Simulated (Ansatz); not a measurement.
Zinc-blende AlSb, treated with BLYP in Ansatz (PAW).

Numerical settings: plane-wave cutoff 520 eV, 10×10×10 k mesh, Fermi–Dirac smearing 0.01 eV, scalar-relativistic PAW data made under PBE.

Pressure at four volumes; x = ln(V/31.511 Å³). One pressure is withheld.

```csv
V (Å³/atom),x,P (GPa)
29.620,-0.0619,?
30.250,-0.0408,1.89
31.511,0.0000,-0.01
33.401,0.0582,-2.15
```

Pass a parabola P(x) through the three rows shown, estimate the bulk modulus and its pressure derivative near zero pressure, and predict the withheld pressure.

Slopes between the rows: (-0.01 − (1.89))/(0.0000 − (-0.0408)) = -46.57 and (-2.15 − (-0.01))/(0.0582 − (0.0000)) = -36.77 GPa. Their difference over the span 0.0990 is c = 9.80/0.0990 = 99.0 GPa, so P(x) = 1.89 + (-46.57)(x − (-0.0408)) + 99.0 (x − (-0.0408))(x − (0.0000)). At the middle row B = −dP/dx = −[-46.57 + 99.0 × 0.0408] = 42.5 GPa, and B′ = dB/dP = 2c/B = 4.7. At x = -0.0619 the parabola gives 3.00 GPa; the run gives 3.01 GPa. The Birch–Murnaghan fit to the energies at all volumes has B0 = 42.2 GPa and B′ = 4.7.

Measured, for comparison: bulk modulus 58.2 GPa (temperature not stated, no zero-point or thermal correction; as tabulated in Toher et al. (2017), arXiv:1611.05714). Computed (rounded) less measured: bulk modulus -27 %.

Spin–orbit coupling is not included.

Ansatz is a first-principles code.
